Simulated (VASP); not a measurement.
**Sn: phonons with PBE**

The system is Sn.

```
Sn
1.0
     0.00000    3.32764    3.32764
     3.32764    0.00000    3.32764
     3.32764    3.32764    0.00000
Sn
2
Direct
  0.00000 0.00000 0.00000
  0.25000 0.25000 0.25000
```

This isn't the form of Sn at room conditions, which is tetragonal (white tin).

| Quantity | Value |
| --- | --- |
| Program | VASP 6.6.1 |
| Task | phonons |
| Functional | PBE |
| Potentials or basis | VASP PAW PBE potentials, release 64 (Sn_d) |
| Cutoff | 600 eV |
| k mesh | 10 × 10 × 10 |
| Occupations | gaussian, width 0.03 eV |
| Spin | no spin polarisation |
| By perturbation theory | no |
| Further INCAR settings | ALGO = Normal; EDIFF = 1e-08; IBRION = 6; POTIM = 0.015; NSW = 1 |

```json
{
 "Highest phonon frequency at Γ": "149 cm⁻¹"
}
```

Phonon frequencies in cm⁻¹ (negative: imaginary):
| q point | frequencies |
| --- | --- |
| (0.000, 0.000, 0.000) | 0 0 0 149 149 149 |

Run time: 3.8 min on 1 thread of Intel(R) Xeon(R) 6975P-C (Granite Rapids), on a shared host, peak memory 0.53 GiB.
